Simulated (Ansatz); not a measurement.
# P: the cost of one run

Program: Ansatz 0.2.0. Level of theory: DFT PBE, scalar-relativistic, plane waves, PAW. These are calculated values, not measurements.

2 further runs of the same task are left out: 1 that didn't finish, 1 set aside as unsound or not needed.

## Step 1: The structure to begin with

The structure is tetragonal, space group P4/mmm (No. 123). The conventional cell has a = 3.411 Å, b = 3.411 Å, c = 5.508 Å, α = 90.00°, β = 90.00°, γ = 90.00°. Around P (site symmetry mmm) lie 4 P at 2.41 Å. P (site symmetry 4/mmm) has 12 P at 3.24 to 3.41 Å in its first shell of neighbours.

Structure file:

```cif
data_structure
_symmetry_space_group_name_H-M 'P4/mmm'
_symmetry_Int_Tables_number 123
_cell_length_a 3.4115
_cell_length_b 3.4115
_cell_length_c 5.5081
_cell_angle_alpha 90.000
_cell_angle_beta 90.000
_cell_angle_gamma 90.000
_cell_volume 64.11
loop_
_atom_site_label
_atom_site_type_symbol
_atom_site_symmetry_multiplicity
_atom_site_Wyckoff_symbol
_atom_site_fract_x
_atom_site_fract_y
_atom_site_fract_z
_atom_site_occupancy
P1 P 2 e 0.00000 0.50000 0.50000 1
P2 P 1 c 0.50000 0.50000 0.00000 1
```

Recipe of the guess: random cell by space group and Wyckoff sites (P4/mmm, No. 123). Its size is a rough estimate.

## Step 2: The guess as it stands, on a coarse mesh

File input.yaml:

```yaml
crystal:
  lattice:
    - [3.41149734, 0.0, 0.0]
    - [0.0, 3.41149734, 0.0]
    - [0.0, 0.0, 5.5081239]
  atoms:
    - { symbol: P, position: [0.0, 0.5, 0.5] }
    - { symbol: P, position: [0.5, 0.0, 0.5] }
    - { symbol: P, position: [0.5, 0.5, 0.0] }
basis:
  ecutwfc: 420
kpoints:
  mp_grid: { grid: [6, 6, 4] }
hamiltonian:
  xc: pbe
scf:
  occupations: { method: gaussian, width: 0.1 }
  lower_state_search: "off"
output:
  forces: true
  stress: true
  eigenvalues: true
```

Launch:

```console
$ ansatz run input.yaml --threads 1 --pin off --max-ram 2560MiB --backend cpu --events-out ev --progress --plain --runs-dir out
```

What time and memory should one allow on 1 thread of Intel Xeon at 2.50GHz (Skylake/Cascade Lake), shared host?

About 2.9 s, with a peak of 0.32 GiB.
